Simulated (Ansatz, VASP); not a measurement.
**Ge: VASP beside Ansatz**

```xyz
2
Lattice="0.0000 2.7710 2.7710 2.7710 0.0000 2.7710 2.7710 2.7710 0.0000" Properties=species:S:1:pos:R:3 pbc="T T T"
Ge    2.7710    2.7710    2.7710
Ge    4.1565    4.1565    4.1565
```

Change from the starting cell: volume scaled by 0.94.

Alike in both runs: task single point; functional PBE; k mesh 10 × 10 × 10; occupations fermi-dirac, width 0.05 eV; no spin polarisation.

```csv
,VASP,Ansatz
version,VASP 6.6.1,Ansatz 0.2.0
potentials or method,"VASP PAW PBE potentials, release 64 (Ge_d), cutoff 520 eV","all-electron LAPW, scalar-relativistic"
```

```csv
,VASP,Ansatz,Ansatz less VASP
pressure (GPa),9.0,9.0,+0.05
```

Ansatz ran all-electron here, so the differences hold the error of VASP's frozen core and of both bases.
